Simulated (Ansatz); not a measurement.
The system is Co.

```
Co
1.0
     2.48736    0.00000    0.00000
    -1.24368    2.15412    0.00000
     0.00000    0.00000    4.06329
Co
2
Direct
  0.33333 0.66667 0.74014
  0.66667 0.33333 0.25986
```

Base run:

| Property | Result |
| --- | --- |
| Program | Ansatz 0.2.0 |
| Functional | BLYP |
| Potentials or basis | Ansatz PAW |
| Cutoff | 420 eV (not typed: the program's choice for these potentials) |
| k mesh | 12 × 12 × 7 |
| Occupations | fermi-dirac, width 0.05 eV |
| Spin | collinear spin, ferromagnetic start |
| Starting moments | [2.0, 2.0] μB |

Its results: band gap on the k mesh none (metal or under the smearing width); pressure 9.8 GPa; net moment 3.21 μB per cell; site moments Co +1.67 μB; largest force 0.522 eV/Å.

Q: After a change of settings the same cell gave: band gap on the k mesh none (metal or under the smearing width); pressure -9.3 GPa; net moment 3.26 μB per cell; site moments Co +1.70 μB; largest force 0.443 eV/Å. Which change was it?
A. functional from BLYP to r2SCAN; cutoff from 420 eV (not typed: the program's choice for these potentials) to 500 eV (not typed: the program's choice for these potentials)
B. functional from BLYP to PBEsol
C. functional from BLYP to PBE; occupations from fermi-dirac, width 0.05 eV to gaussian, width 0.028 eV
D. functional from BLYP to revPBE

A: B.

PBEsol binds more tightly than BLYP, so the same cell stands under less pressure.

Caveats: the PAW data sets come from PBE, with cores solved anew for the run's functional, which leaves a small shift of forces and pressure.
